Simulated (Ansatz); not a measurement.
## Sc: relaxation of cell and atoms with r2SCAN

The system is Sc.

```xyz
1
Lattice="0.0000 2.2600 2.2600 2.2600 0.0000 2.2600 2.2600 2.2600 0.0000" Properties=species:S:1:pos:R:3 pbc="T T T"
Sc    0.0000    0.0000    0.0000
```

This isn't the form of Sc at room conditions, which is hcp.

```
Program             : Ansatz 0.2.0
Task                : relaxation of cell and atoms
Functional          : r2SCAN
Potentials or basis : Ansatz PAW
Cutoff              : 500 eV (not typed: the program's choice for these potentials)
k mesh              : 10 × 10 × 10
Occupations         : fermi-dirac, width 0.05 eV
Spin                : no spin polarisation
```

```yaml
Relaxed_volume: 25.12 Å³/atom
Relaxed_cell: a = 3.287 Å, b = 3.287 Å, c = 3.287 Å, α = 60.00°, β = 60.00°, γ = 60.00°
Space_group_after_relaxing_to_0.05_Å: Fm-3m (No. 225)
Energy_gained_by_relaxing: 29.8 meV/atom
Ionic_steps: 5
Pressure_after_relaxing: 0.0 GPa
Band_gap_on_the_k_mesh: none (metal or under the smearing width)
```

The path:
| step | energy change (eV) | largest force (eV/Å) | volume (Å³) |
| --- | --- | --- | --- |
| 1 | 0.0000 | 0.0000 | 23.09 |
| 2 | -0.0271 | 0.0000 | 25.53 |
| 3 | -0.0284 | 0.0000 | 25.14 |
| 4 | -0.0284 | 0.0000 | 25.12 |
| 5 | -0.0298 | 0.0000 | 25.12 |

Final structure:
```
Sc
1.0
     0.00000    2.32435    2.32435
     2.32435    0.00000    2.32435
     2.32435    2.32435    0.00000
Sc
1
Direct
  0.00000 0.00000 0.00000
```

Levels at points of the mesh, in eV from the Fermi level:
| k point | band 3 | band 4 | band 5 | band 6 | band 7 | band 8 |
| --- | --- | --- | --- | --- | --- | --- |
| (0.00, 0.00, 0.00) | -29.06 | -29.06 | -5.51 | 1.77 | 1.77 | 1.77 |
| (0.00, 0.00, -0.50) | -29.11 | -29.11 | -1.79 | 0.02 | 1.66 | 1.66 |
| (0.00, -0.50, -0.50) | -29.20 | -29.20 | -1.52 | -0.55 | 1.81 | 4.07 |

It took 4.5 s on 2 threads of Arm Neoverse V1 (shared host), peak memory 0.35 GiB.

Caveat: the plane-wave basis is chosen anew once the cell has moved, so the energies of steps on either side of that aren't comparable; the PAW data sets come from PBE, with cores solved anew for the run's functional, which leaves a small shift of forces and pressure. Zero-point motion and thermal expansion aren't in these numbers.
